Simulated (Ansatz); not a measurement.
**Effect of biaxial strain −4.22 %, plane normal [001], relaxed out of plane on BeO**

Consider BeO in the wurtzite structure (space group P6_3mc, No. 186; a = 2.712 Å, c = 4.405 Å). Axes: x lies along a and z along c of the hexagonal cell.

One thing is altered: biaxial strain −4.22 %, plane normal [001], relaxed out of plane (Cartesian); in-plane vectors clamped, the third vector and the atoms free.

Level of theory: PBE/PAW in Ansatz (an electronic-structure program), no SOC. Γ-centred 14×14×8 mesh, Fermi–Dirac width 0.05 eV.

- Volume per atom: 6.53 Å³ (base 7.01 Å³)
- Space group: P6_3mc (No. 186) (base P6_3mc (No. 186))
- Shortest interatomic distance: 1.606 Å (base 1.656 Å)
- Pressure (mean of the normal stresses, compression positive): 17.48 GPa (base 0.00 GPa)
- Band gap: 7.89 eV (base 7.45 eV)
- Gap character: direct at Γ (base direct at Γ)
- Electron mass: 0.45 mₑ out of plane, 0.77 mₑ in plane (at Γ) (base 0.53 mₑ along c, 0.60 mₑ across (at Γ))
- Valence-band top at Γ (three highest levels, from the VBM): 0.00, 0.00, -0.43 eV (base 0.00, -0.04, -0.04 eV)
- Out-of-plane strain: +1.44 %
- Ratio −ε⊥/ε∥: 0.34
- Mean in-plane stress (compression positive): +26.2 GPa

Cost of the whole job for the changed cell (relaxation, final SCF and bands): very roughly 30 core-seconds.

Masses are band curvatures over ±0.01 Å⁻¹ around the edge. Stability against distortions was not tested.
